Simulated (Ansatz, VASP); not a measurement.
## CdSe in VASP and in Ansatz

INCAR

```
SYSTEM = CdSe
  ALGO = Normal
  EDIFF = 1E-7
  ENCUT = 520
  ISIF = 2
  ISMEAR = -1
  LASPH = .True.
  LCHARG = .False.
  LREAL = .False.
  LWAVE = .False.
  NBANDS = 16
  NELM = 100
  PREC = Accurate
  SIGMA = 0.03
```

KPOINTS

```
k-points
0
Gamma
  8 8 8
  0 0 0
```

The input POSCAR:

```
CdSe
1.0
    0.0000000000      3.0395684866      3.0702711986
    3.0395684866      0.0000000000      3.0702711986
    3.0395684866      3.0395684866      0.0000000000
Cd Se
1 1
Direct
    0.0000000000      0.0000000000      0.0000000000
    0.2500000000      0.2500000000      0.2500000000
```

Input for Ansatz:

```yaml
crystal:
  lattice:
    - [0.0, 3.0395684866, 3.0702711986]
    - [3.0395684866, 0.0, 3.0702711986]
    - [3.0395684866, 3.0395684866, 0.0]
  atoms:
    - { symbol: Cd, position: [0.0, 0.0, 0.0] }
    - { symbol: Se, position: [0.25, 0.25, 0.25] }
kpoints:
  mp_grid: { grid: [8, 8, 8] }
  band_path:
    path:
      - [0.0, 0.0, 0.0]
      - [0.5, 0.0, 0.5]
      - [0.75, 0.25, 0.5]
      - [0.5, 0.5, 0.5]
      - [0.0, 0.0, 0.0]
      - [0.5, 0.5, 0.0]
      - [0.6274875, 0.6274875, 0.254975]
      - [0.3725125, 0.3725125, 0.745025]
      - [0.0, 0.0, 0.0]
    npoints: 5
scf:
  occupations: { method: fermi_dirac, width: 0.03 }
hamiltonian:
  xc: lda
  pseudopotentials: { kind: all_electron, lapw: { basis_error: 0.001 } }
output:
  forces: true
  stress: true
  eigenvalues: true
```

Change from the starting cell: equal xx and yy strain of -1 %.

Alike in both runs: task single point; functional LDA; k mesh 8 × 8 × 8; occupations fermi-dirac, width 0.03 eV; no spin polarisation.

|  | VASP | Ansatz |
| --- | --- | --- |
| version | VASP 6.6.1 | Ansatz 0.2.0 |
| potentials or method | VASP PAW LDA potentials, release 64 (Cd, Se) | all-electron LAPW, scalar-relativistic |
| plane-wave cutoff (eV) | 520 | see its input |

```csv
,VASP,Ansatz,Ansatz less VASP
pressure (GPa),-2.0,-2.4,-0.39
largest component of the traceless stress (GPa),0.14,0.14,+0.003
```

Ansatz ran all-electron here, so the differences hold the error of VASP's frozen core and of both bases.
